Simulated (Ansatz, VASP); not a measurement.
P: VASP beside Ansatz

```
P
1.0
     4.02096    0.00000    0.00000
     0.00000    4.02096    0.00000
     0.00000    0.00000    4.94383
P
1
Direct
  0.00000 0.00000 0.00000
```

Alike in both runs: task single point; functional PBEsol; k mesh 12 × 12 × 12; occupations gaussian, width 0.15 eV; no spin polarisation.

```csv
,VASP,Ansatz
version,VASP 6.6.1,Ansatz 0.2.0
potentials or method,"VASP PAW PBE potentials, release 64 (P)","scalar-relativistic, plane waves, PAW"
plane-wave cutoff (eV),520,420
valence electrons in the cell,5,5
```

```csv
,VASP,Ansatz,Ansatz less VASP
gap on the k mesh at the Fermi level (eV),none,none,-
pressure (GPa),-4.0,-4.0,+0.01
largest component of the traceless stress (GPa),2.51,2.51,0.000
```

A gap of «none» marks a metal or a gap that the smearing closes.

Caveats: the PAW data sets were made with another functional, which shifts forces and pressure a little (VASP).
